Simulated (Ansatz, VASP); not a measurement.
Two plane-wave programs on SiC4

```
Si C
1.0
     3.11441    0.00000    0.00000
     0.00000    3.11441    0.00000
     0.00000    0.00000    3.96938
Si C
1 4
Direct
  0.50000 0.50000 0.00000
  0.00000 0.50000 0.68193
  0.50000 0.00000 0.68193
  0.00000 0.50000 0.31807
  0.50000 0.00000 0.31807
```

Alike in both runs: task relaxation of cell and atoms; functional PBE; k mesh 6 × 6 × 4; occupations gaussian, width 0.1 eV; no spin polarisation.

|  | VASP | Ansatz |
| --- | --- | --- |
| version | VASP 6.6.1 | Ansatz 0.2.0 |
| potentials or method | VASP PAW PBE potentials, release 64 (Si, C) | scalar-relativistic, plane waves, PAW |
| plane-wave cutoff (eV) | 600 | 420 |
| valence electrons in the cell | 20 | 20 |

VASP gave:

| Item | Value |
| --- | --- |
| gap on the k mesh at the Fermi level, each at its own relaxed structure (eV) | none |
| relaxed volume (Å³/atom) | 7.91 |
| relaxed cell length with the largest relative difference (Å) | 3.958 |
| energy change over the relaxation (meV/atom) | -8 |

**Question.** Estimate Ansatz's values.

**Answer.** gap on the k mesh at the Fermi level, each at its own relaxed structure (eV): none; relaxed volume (Å³/atom): 7.91; relaxed cell length with the largest relative difference (Å): 3.956; energy change over the relaxation (meV/atom): -9.

A gap of «none» marks a metal or a gap that the smearing closes.

Caveats: the k mesh is coarse (spacing up to 0.40 Å⁻¹), so the values aren't converged.
